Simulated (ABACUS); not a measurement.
HfN:

```
CELL_PARAMETERS angstrom
0.00000 2.25600 2.25600
2.25600 0.00000 2.25600
2.25600 2.25600 0.00000
ATOMIC_POSITIONS crystal
Hf 0.00000 0.00000 0.00000
N 0.50000 0.50000 0.50000
```

| Quantity | Value |
| --- | --- |
| Program | ABACUS 3.10.1 |
| Task | single point |
| Functional | PBE |
| Potentials or basis | PseudoDojo NC SR 0.4.1 PBE standard |
| Cutoff | 1143 eV |
| Density cutoff | 4572 eV |
| Basis | plane waves |
| k mesh | 10 × 10 × 10 |
| Occupations | fermi-dirac, width 0.05 eV |
| Spin | no spin polarisation |

On this cell: pressure 5.9 GPa; largest force zero by symmetry; band gap on the k mesh none (metal or under the smearing width).

The same run follows on a disturbed copy (atoms moved at random, drawn with an rms of 0.05 Å):

```
CELL_PARAMETERS angstrom
0.00000 2.25600 2.25600
2.25600 0.00000 2.25600
2.25600 2.25600 0.00000
ATOMIC_POSITIONS crystal
Hf 0.02558 0.01152 0.98645
N 0.48681 0.50285 0.51365
```

Task: What does the disturbed cell give?

Result: The energy (extrapolated to zero smearing) moves by +37.1 meV/atom; pressure 7.8 GPa; largest force 1.389 eV/Å; band gap on the k mesh none (metal or under the smearing width).

Forces on the atoms (eV/Å):
```
Hf   0.490 -0.307 -1.263
N   -0.490  0.307  1.263
```

Stress tensor (GPa, compression positive):
```
 6.68  0.08  0.48
 0.08  6.30 -0.31
 0.48 -0.31 10.30
```
